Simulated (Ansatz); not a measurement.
# Cr (Im-3m) in Ansatz: further runs

The runs below take Cr through single point, with PBE.

Everything below comes from runs of Ansatz 0.2.0. Logs are shortened: lines on timing, memory, paths and dates and some standing lists are left out, and cuts for length are marked.

**1. The crystal as given**

The structure is cubic, space group Im-3m (No. 229). The conventional cell has a = 2.969 Å, b = 2.969 Å, c = 2.969 Å, α = 90.00°, β = 90.00°, γ = 90.00°. Cr (site symmetry m-3m) is surrounded by 8 Cr at 2.57 Å.

**2. Single point, PBE, collinear spin, ferromagnetic start**

Contents of input.yaml:

```yaml
crystal:
  lattice:
    - [-1.4844496776, 1.4844496776, 1.4844496776]
    - [1.4844496776, -1.4844496776, 1.4844496776]
    - [1.4844496776, 1.4844496776, -1.4844496776]
  atoms:
    - { symbol: Cr, position: [0.0, 0.0, 0.0], spin: 3.0 }
hamiltonian:
  xc: pbe
  pseudopotentials: { kind: paw }
magnetization:
  spin_polarized: true
kpoints:
  mp_grid: { grid: [12, 12, 12] }
scf:
  occupations: { method: gaussian, width: 0.012 }
output:
  forces: true
  stress: true
  eigenvalues: true
```

Potentials or basis: Ansatz PAW.

Launch:

```sh
$ ansatz run input.yaml --threads 2 --pin off --max-ram 5632MiB --backend cpu --events-out ev --progress --plain --runs-dir out
```

The program printed:

```text
Warning: RAYON_NUM_THREADS=2 ignored (pool sized by the plan → 2); use --threads N
Engine: ansatz 0.2.0, x86_64-unknown-linux-gnu
Pseudopotentials: kind: paw
Pseudopotential: Cr, paw, valence charge 14, recommended cutoff 420 eV (normal), Cr.paw.azcp
Functional definition: PBE
  parameter kappa = 0.804
  parameter beta = 0.06672455060314922
  exchange = pbe_x(kappa = kappa, mu = beta*pi^2/3)
  correlation = pbe_c(beta = beta)
Crystal: 1 atoms, lattice volume = 13.084 Å³
Basis set: ecut = 420 eV, 249 PW (Γ), exchange–correlation on 36×36×36 points (8 copies of the dense FFT grid, shifted against one another)
Bands: 13, of which v1, the nominal top of the filled ones, is band 7 counted from 1 (6 counted from 0)
Symmetry: 48 space group operations
Space group: Im-3m (ITA 229), of the structure as read, at distance tolerance 2.4e-5 Å
Magnetic group: BNS 229.140 (UNI 1642), of the structure as read, at distance tolerance 2.4e-5 Å
k-points: 72 of 1728
Non-local potential: Cr, projectors of the file, l = 0: 3, l = 1: 2, l = 2: 3, l = 3: 1
PAW form: soft (Blöchl's): semilocal exchange-correlation on the pseudo side does not see the compensation charge
PAW one-centre angular grid: Cr, 590 points (default); XC on 64 Gauss nodes
Initial density: superposition of atomic densities (chi_scale 0.1, normalization cell)
Starting moments: Σ|m| = 3 μB on 1 of 1 site
Initial wavefunctions: pseudopotential atomic-orbital guess
Functional: x = pbe(κ = 0.804, μ = 0.2195149727645171), c = pbe(β = 0.06672455060314922)
SCF iter   1: F=—  HF=-3380.538544 eV  |F-HF|=—  |Δ(HF+E_count)|=         —  Δρ=3.26e-1 (↑3.26e-1 ↓1.39e-1)  dr2=5.81e0  dr2_m=5.97e0  M=0.151 μB ∫|m|=0.155 μB  β_m=0.30  ethr=3.10e-3  ⟨swp⟩=3.7  Hψ=8284  notcnv=0
Mixer restart at iter 1: flushing history
preconditioner: auto → none  [metal: Δε(μ)=0.014 eV  Ē_g=11.029 eV  σ=0.012 eV  W_gap=0.45  n_scr=0 (ndim 8)  ℏωp=25.1 eV  f_vac=0.000  D(μ)=1.70/eV (n_scr^D=18)]
SCF iter   2: F=—  HF=-3378.110158 eV  |F-HF|=—  |Δ(HF+E_count)|=    2.43e0  Δρ=1.69e-1 (↑1.69e-1 ↓1.46e-1)  dr2=2.35e-1  dr2_m=2.92e0  M=0.146 μB ∫|m|=0.147 μB  β_m=0.44  ethr=3.10e-3  ⟨swp⟩=2.0  Hψ=4698  notcnv=0  defer=203
SCF iter   3: F=—  HF=-3377.712130 eV  |F-HF|=—  |Δ(HF+E_count)|=   3.98e-1  Δρ=7.98e-2 (↑7.98e-2 ↓5.00e-2)  dr2=1.58e-1  dr2_m=4.89e-1  M=0.083 μB ∫|m|=0.084 μB  β_m=0.51  ethr=1.68e-3  ⟨swp⟩=2.3  Hψ=3261  notcnv=0  defer=203
SCF iter   4: F=—  HF=-3377.603644 eV  |F-HF|=—  |Δ(HF+E_count)|=   1.08e-1  Δρ=4.83e-3 (↑3.01e-3 ↓4.83e-3)  dr2=4.03e-3  dr2_m=9.45e-4  M=0.011 μB ∫|m|=0.016 μB  β_m=0.75  ethr=1.13e-3  ⟨swp⟩=2.3  Hψ=2927  notcnv=0  defer=203
SCF iter   5: F=—  HF=-3377.604582 eV  |F-HF|=—  |Δ(HF+E_count)|=   9.38e-4  Δρ=1.26e-3 (↑1.26e-3 ↓1.15e-3)  dr2=1.14e-5  dr2_m=1.70e-4  M=0.006 μB ∫|m|=0.006 μB  β_m=0.81  ethr=2.88e-5  ⟨swp⟩=2.1  Hψ=3218  notcnv=0  defer=198
SCF iter   6: F=—  HF=-3377.604568 eV  |F-HF|=—  |Δ(HF+E_count)|=   1.36e-5  Δρ=1.66e-4 (↑1.44e-4 ↓1.66e-4)  dr2=1.44e-7  dr2_m=2.78e-6  M=0.005 μB ∫|m|=0.005 μB  β_m=0.90  ethr=8.11e-8  ⟨swp⟩=2.2  Hψ=2821  notcnv=0  defer=198
SCF iter   7: F=—  HF=-3377.604575 eV  |F-HF|=—  |Δ(HF+E_count)|=   6.39e-6  Δρ=5.33e-5 (↑5.33e-5 ↓5.29e-5)  dr2=1.20e-7  dr2_m=3.02e-7  M=0.003 μB ∫|m|=0.003 μB  β_m=0.95  ethr=1.03e-9  ⟨swp⟩=2.0  Hψ=2888  notcnv=0  defer=198
SCF iter   8: F=—  HF=-3377.604576 eV  |F-HF|=—  |Δ(HF+E_count)|=   1.12e-6  Δρ=3.48e-5 (↑3.48e-5 ↓3.36e-5)  dr2=6.65e-9  dr2_m=1.38e-7  M=0.002 μB ∫|m|=0.002 μB  β_m=0.98  ethr=8.57e-10  ⟨swp⟩=2.5  Hψ=2594  notcnv=0  defer=198
SCF iter   9: F=—  HF=-3377.604576 eV  |F-HF|=—  |Δ(HF+E_count)|=   6.55e-7  Δρ=1.02e-5 (↑1.02e-5 ↓8.55e-6)  dr2=7.47e-10  dr2_m=1.03e-8  M=0.000 μB ∫|m|=0.000 μB  β_m=0.99  ethr=4.75e-11  ⟨swp⟩=2.8  Hψ=2996  notcnv=0  defer=198
SCF iter  10: F=—  HF=-3377.604576 eV  |F-HF|=—  |Δ(HF+E_count)|=   3.42e-8  Δρ=1.03e-6 (↑9.51e-7 ↓1.03e-6)  dr2=1.98e-12  dr2_m=1.16e-10  M=0.000 μB ∫|m|=0.000 μB  β_m=0.99  ethr=5.33e-12  ⟨swp⟩=2.1  Hψ=2900  notcnv=0  defer=198
SCF iter  11: F=-3377.604576 eV  HF=-3377.604576 eV  |F-HF|=4.55e-13  |Δ(HF+E_count)|=  4.89e-10  Δρ=6.33e-8 (↑4.07e-8 ↓6.33e-8)  dr2=1.20e-13  dr2_m=2.77e-13  M=0.000 μB ∫|m|=0.000 μB  ethr=1.00e-12  ⟨swp⟩=4.8  Hψ=7674  notcnv=0
SCF 1 converged in 11 iterations: F = -3377.604576 eV  dr2 = 1.20e-13
WARN: the starting moments were not kept: the SCF closed with an absolute magnetisation of 6.3e-7 μB, where they sum to 3 μB in size (1 site). That is at most 0.1 of that sum. Measured as dr2_m measures the in/out step, that magnetisation stands 1.0e-13 eV from none, at or under the dr2_threshold of 1.0e-7 eV: it is no larger than a step whose dr2_m would equal this threshold. The system may hold no moment; this SCF shows only that its start led to no more than that. To try another start: raise the starting moments (crystal.atoms[].spin, magnetization.per_species, magnetization.initial_magnetization, or on a non-collinear deck that types none of these the spinor_matrix: blocks that start its atoms; where the total moment is fixed, keep their sum and leave initial_magnetization as it is; typed ones take the place of any that the run laid by itself, positive ones on a crystal's lanthanoids without a Hubbard term where scf.initial_density.shell_occupations: [] is typed) or, if the notice of its spin-set hold's release reads "site moments contracting" or "site moments show no strong build", lengthen the hold (scf.mixing.spin_hold: { on: { confirm: 4 } }; for m-r²SCAN on two components see the key's manual first). Each may lead to a state that holds a moment. A second SCF, from the converged charge density, with the starting moments and any scf.initial_density.shell_occupations laid on it anew, would have followed, and was not run: the deck does not ask for one (magnetization.retry_lost_moments is false, the default). To let it run, set magnetization.retry_lost_moments: true and run the deck again, where that key's refused combinations let it; where memory then withholds it, that run's warning says so.
SCF converged after 11 iterations
Magnetization: 0.0000 μB (7.0000 up, 7.0000 down)
Absolute magnetization: 0.0000 μB (∫|ρ↑−ρ↓|, with the PAW one-centre terms)
Spin contamination: 0.0000 ħ² per cell (⟨S²⟩ above its minimum at these occupations)
Per-site moments (μB) at R_I (Å): [(3.324742610350449e-7, 1.0605961834390063)]
Free energy (F): -3377.604576 eV
Harris-Foulkes:  -3377.604576 eV  (|F-HF|=4.55e-13)
Internal energy: -3377.604479 eV  (E = F + TS)
E sigma→0 (E₀):  -3377.604528 eV
Entropy (-TS):   -0.000097 eV (-0.097 meV/atom)
Fermi energy:    16.755674 eV
--- Per-component energies (eV) ---
  E_band       = -179.786125
  E_kinetic    = 340.231568
  E_local      = -1282.924091  (includes V_loc(G=0)·N_el)
  E_nonlocal   = 77.784342
  E_hartree    = 550.211370
  E_xc         = -139.016385
  E_vxc        = -177.266032  (∫ρ·V_xc dr)
  E_paw        = -1194.105836  (= ΣΔE_a)
  E_vpaw       = -238.034945  (= ΣTr[D̂ρ^β])
  E_aug_tail   = 0.000306  (compensation charges beyond the density's cutoff)
  E_ewald      = -1729.785753
  E_smearing   = -0.000097  (= −TS)
  E_closure    = 0.000000  (closes the sum)
  Σ components = -3377.604576   (vs F -3377.604576, Δ=0.00e0)
--- Forces (eV/Å), atoms counted from 1 ---
  atom   1  Cr    -0.00000000     0.00000000     0.00000000
  max |Σ_I F_I| component: 6.37e-32 eV/Å
--- Stress (GPa, compression-positive) ---
      -24.930769       0.000000       0.000000
        0.000000     -24.930769      -0.000000
       -0.000000       0.000000     -24.930769
  P = ⅓ Tr σ = -24.9308 GPa (-249.308 kbar)
--- Band table (eV; the first three rows and the last of 144) ---
  k-point 0 ↑: bands = ["-55.0487", "-26.0049", "-26.0049", "-26.0049", "9.3509", "16.0401", "16.0401", "16.0401", "17.8027", "17.8027", "38.0733", "38.0733", "38.0733"]
  k-point 1 ↑: bands = ["-55.0403", "-26.0476", "-26.0185", "-26.0050", "9.6231", "15.9432", "16.0218", "16.2146", "17.7009", "17.8102", "37.1752", "37.8985", "38.1724"]
  k-point 2 ↑: bands = ["-55.0173", "-26.1634", "-26.0554", "-26.0054", "10.3946", "15.6861", "15.9162", "16.7115", "17.5337", "17.8380", "34.9503", "37.0366", "38.4114"]
  k-point 71 ↓: bands = ["-54.8328", "-26.4381", "-26.4381", "-26.4381", "13.1788", "13.1788", "18.8790", "18.8790", "18.8790", "26.2960", "26.2960", "26.2960", "32.4307"]
```

Wall time 2.2 s (2 threads of Intel Xeon at 2.70GHz, shared host); peak memory 0.32 GiB.

Results:

| Property | Result |
| --- | --- |
| Free energy | -3377.6046 eV |
| Pressure | -24.9 GPa |
| Band gap on the k mesh | none (metal or under the smearing width) |
| Net moment | 0.00 μB per cell |
| Absolute moment | 0.00 μB per cell |

Caveat: the starting moments collapsed, and a magnetic state may lie lower; so large a pressure means that the cell lies far from this level's equilibrium, or that cutoff or potentials fall short; the starting moments weren't kept.

**3. Single point, PBE, collinear spin, ferromagnetic start**

input.yaml: that of step 2 with these lines changed.

```diff
@@ -15,3 +15,3 @@
 scf:
-  occupations: { method: gaussian, width: 0.012 }
+  occupations: { method: gaussian, width: 0.013 }
 output:
```

Potentials or basis: Ansatz PAW.

Launch:

```sh
$ ansatz run input.yaml --threads 2 --pin off --max-ram 5632MiB --backend cpu --events-out ev --progress --plain --runs-dir out
```

It took 2.4 s on 2 threads of Intel Xeon at 2.70GHz, shared host; peak memory 0.31 GiB.

Results (log left out):

```yaml
Free_energy: -3377.6046 eV
Pressure: -24.9 GPa
Band_gap_on_the_k_mesh: none (metal or under the smearing width)
Net_moment: 0.00 μB per cell
Absolute_moment: 0.00 μB per cell
```

Levels at points of the mesh, in eV from the Fermi level:
Spin up:
```
              k point  band 3  band 4  band 5  band 6  band 7  band 8  band 9  band 10  band 11  band 12
   (0.00, 0.00, 0.00)  -42.76  -42.76   -7.40   -0.71   -0.71   -0.71    1.05     1.05    21.32    21.32
  (0.00, 0.00, -0.50)  -42.96  -42.76   -3.83   -2.02    0.86    1.02    1.32     2.45     8.55    16.18
(-0.50, -0.50, -0.50)  -43.19  -43.19   -3.58   -3.58    2.12    2.12    2.12     9.54     9.54     9.54
```
Spin down:
```csv
k point,band 4,band 5,band 6,band 7,band 8,band 9,band 10,band 11
"(0.00, 0.00, 0.00)",-42.76,-7.40,-0.71,-0.71,-0.71,1.05,1.05,21.32
"(0.00, 0.00, -0.50)",-42.76,-3.83,-2.02,0.86,1.02,1.32,2.45,8.55
"(-0.50, -0.50, -0.50)",-43.19,-3.58,-3.58,2.12,2.12,2.12,9.54,9.54
```

Caveat: the starting moments collapsed, and a magnetic state may lie lower; so large a pressure means that the cell lies far from this level's equilibrium, or that cutoff or potentials fall short; the starting moments weren't kept.

**4. Single point, PBE, collinear spin, ferromagnetic start**

input.yaml: that of step 3 with these lines changed.

```diff
@@ -15,3 +15,3 @@
 scf:
-  occupations: { method: gaussian, width: 0.013 }
+  occupations: { method: gaussian, width: 0.014 }
 output:
```

Potentials or basis: Ansatz PAW.

Launch:

```sh
$ ansatz run input.yaml --threads 2 --pin off --max-ram 5632MiB --backend cpu --events-out ev --progress --plain --runs-dir out
```

The program printed:

```text
Warning: RAYON_NUM_THREADS=2 ignored (pool sized by the plan → 2); use --threads N
[... 8 set-up lines as earlier in the session ...]
Crystal: 1 atoms, lattice volume = 13.084 Å³
Basis set: ecut = 420 eV, 249 PW (Γ), exchange–correlation on 36×36×36 points (8 copies of the dense FFT grid, shifted against one another)
Bands: 13, of which v1, the nominal top of the filled ones, is band 7 counted from 1 (6 counted from 0)
[... 2 set-up lines as earlier in the session ...]
Magnetic group: BNS 229.140 (UNI 1642), of the structure as read, at distance tolerance 2.4e-5 Å
k-points: 72 of 1728
[... 1 set-up line as earlier in the session ...]
[... 33 lines left out ...]
--- Per-component energies (eV) ---
  E_band       = -179.786137
  E_kinetic    = 340.231566
  E_local      = -1282.924095  (includes V_loc(G=0)·N_el)
  E_nonlocal   = 77.784343
  E_hartree    = 550.211373
  E_xc         = -139.016384
  E_vxc        = -177.266031  (∫ρ·V_xc dr)
  E_paw        = -1194.105836  (= ΣΔE_a)
  E_vpaw       = -238.034943  (= ΣTr[D̂ρ^β])
  E_aug_tail   = 0.000306  (compensation charges beyond the density's cutoff)
  E_ewald      = -1729.785753
  E_smearing   = -0.000113  (= −TS)
  E_closure    = 0.000000  (closes the sum)
  Σ components = -3377.604593   (vs F -3377.604593, Δ=0.00e0)
--- Forces (eV/Å), atoms counted from 1 ---
  atom   1  Cr    -0.00000000     0.00000000    -0.00000000
  max |Σ_I F_I| component: 6.98e-32 eV/Å
--- Stress (GPa, compression-positive) ---
      -24.930767       0.000000       0.000000
        0.000000     -24.930767       0.000000
       -0.000000      -0.000000     -24.930767
  P = ⅓ Tr σ = -24.9308 GPa (-249.308 kbar)
--- Band table (eV; the first three rows and the last of 144) ---
  k-point 0 ↑: bands = ["-55.0487", "-26.0049", "-26.0049", "-26.0049", "9.3509", "16.0401", "16.0401", "16.0401", "17.8027", "17.8027", "38.0733", "38.0733", "38.0733"]
  k-point 1 ↑: bands = ["-55.0403", "-26.0476", "-26.0185", "-26.0050", "9.6231", "15.9432", "16.0218", "16.2146", "17.7009", "17.8102", "37.1752", "37.8985", "38.1724"]
  k-point 2 ↑: bands = ["-55.0173", "-26.1634", "-26.0554", "-26.0054", "10.3946", "15.6861", "15.9162", "16.7115", "17.5337", "17.8380", "34.9503", "37.0366", "38.4114"]
  k-point 71 ↓: bands = ["-54.8328", "-26.4381", "-26.4381", "-26.4381", "13.1788", "13.1788", "18.8790", "18.8790", "18.8790", "26.2960", "26.2960", "26.2960", "32.4307"]
```

Wall time 2.5 s (2 threads of Intel Xeon at 2.70GHz, shared host); peak memory 0.32 GiB.

What came out:

| Property | Result |
| --- | --- |
| Free energy | -3377.6046 eV |
| Pressure | -24.9 GPa |
| Band gap on the k mesh | none (metal or under the smearing width) |
| Net moment | 0.00 μB per cell |
| Absolute moment | 0.00 μB per cell |

Levels at points of the mesh, in eV from the Fermi level:
Spin up:
| k point | band 5 | band 6 | band 7 | band 8 | band 9 | band 10 |
| --- | --- | --- | --- | --- | --- | --- |
| (0.00, 0.00, 0.00) | -7.40 | -0.71 | -0.71 | -0.71 | 1.05 | 1.05 |
| (0.00, 0.00, -0.50) | -3.83 | -2.02 | 0.86 | 1.02 | 1.32 | 2.45 |
| (-0.50, -0.50, -0.50) | -3.58 | -3.58 | 2.12 | 2.12 | 2.12 | 9.54 |
Spin down:
```csv
k point,band 4,band 5,band 6,band 7,band 8,band 9,band 10,band 11
"(0.00, 0.00, 0.00)",-42.76,-7.40,-0.71,-0.71,-0.71,1.05,1.05,21.32
"(0.00, 0.00, -0.50)",-42.76,-3.83,-2.02,0.86,1.02,1.32,2.45,8.55
"(-0.50, -0.50, -0.50)",-43.19,-3.58,-3.58,2.12,2.12,2.12,9.54,9.54
```

Caveat: the starting moments collapsed, and a magnetic state may lie lower; so large a pressure means that the cell lies far from this level's equilibrium, or that cutoff or potentials fall short; the starting moments weren't kept.

**5. Single point, PBE, collinear spin, ferromagnetic start**

input.yaml: that of step 4 with these lines changed.

```diff
@@ -15,3 +15,3 @@
 scf:
-  occupations: { method: gaussian, width: 0.014 }
+  occupations: { method: gaussian, width: 0.015 }
 output:
```

Potentials or basis: Ansatz PAW.

Launch:

```sh
$ ansatz run input.yaml --threads 2 --pin off --max-ram 5632MiB --backend cpu --events-out ev --progress --plain --runs-dir out
```

The program printed:

```text
Warning: RAYON_NUM_THREADS=2 ignored (pool sized by the plan → 2); use --threads N
[... 8 set-up lines as earlier in the session ...]
Crystal: 1 atoms, lattice volume = 13.084 Å³
Basis set: ecut = 420 eV, 249 PW (Γ), exchange–correlation on 36×36×36 points (8 copies of the dense FFT grid, shifted against one another)
Bands: 13, of which v1, the nominal top of the filled ones, is band 7 counted from 1 (6 counted from 0)
[... 2 set-up lines as earlier in the session ...]
Magnetic group: BNS 229.140 (UNI 1642), of the structure as read, at distance tolerance 2.4e-5 Å
k-points: 72 of 1728
[... 1 set-up line as earlier in the session ...]
[... 34 lines left out ...]
  E_band       = -179.786147
  E_kinetic    = 340.231553
  E_local      = -1282.924009  (includes V_loc(G=0)·N_el)
  E_nonlocal   = 77.784323
  E_hartree    = 550.211307
  E_xc         = -139.016386
  E_vxc        = -177.266034  (∫ρ·V_xc dr)
  E_paw        = -1194.105821  (= ΣΔE_a)
  E_vpaw       = -238.034923  (= ΣTr[D̂ρ^β])
  E_aug_tail   = 0.000306  (compensation charges beyond the density's cutoff)
  E_ewald      = -1729.785753
  E_smearing   = -0.000121  (= −TS)
  E_closure    = -0.000000  (closes the sum)
  Σ components = -3377.604601   (vs F -3377.604601, Δ=0.00e0)
--- Forces (eV/Å), atoms counted from 1 ---
  atom   1  Cr    -0.00000000     0.00000000     0.00000000
  max |Σ_I F_I| component: 5.55e-32 eV/Å
--- Stress (GPa, compression-positive) ---
      -24.930746       0.000000       0.000000
       -0.000000     -24.930746       0.000000
        0.000000      -0.000000     -24.930746
  P = ⅓ Tr σ = -24.9307 GPa (-249.307 kbar)
--- Band table (eV; the first three rows and the last of 144) ---
  k-point 0 ↑: bands = ["-55.0487", "-26.0049", "-26.0049", "-26.0049", "9.3509", "16.0401", "16.0401", "16.0401", "17.8027", "17.8027", "38.0733", "38.0733", "38.0733"]
  k-point 1 ↑: bands = ["-55.0403", "-26.0476", "-26.0185", "-26.0050", "9.6231", "15.9432", "16.0218", "16.2146", "17.7009", "17.8102", "37.1752", "37.8985", "38.1724"]
  k-point 2 ↑: bands = ["-55.0173", "-26.1634", "-26.0554", "-26.0054", "10.3946", "15.6861", "15.9162", "16.7115", "17.5337", "17.8380", "34.9503", "37.0366", "38.4114"]
  k-point 71 ↓: bands = ["-54.8328", "-26.4381", "-26.4381", "-26.4381", "13.1788", "13.1788", "18.8790", "18.8790", "18.8790", "26.2960", "26.2960", "26.2960", "32.4307"]
```

Run time: 2.5 s. Hardware: 2 threads of Intel Xeon at 2.70GHz, shared host; peak memory 0.31 GiB.

Results:

* Free energy: -3377.6046 eV
* Pressure: -24.9 GPa
* Band gap on the k mesh: none (metal or under the smearing width)
* Net moment: 0.00 μB per cell
* Absolute moment: 0.00 μB per cell

Caveat: the starting moments collapsed, and a magnetic state may lie lower; so large a pressure means that the cell lies far from this level's equilibrium, or that cutoff or potentials fall short; the starting moments weren't kept.
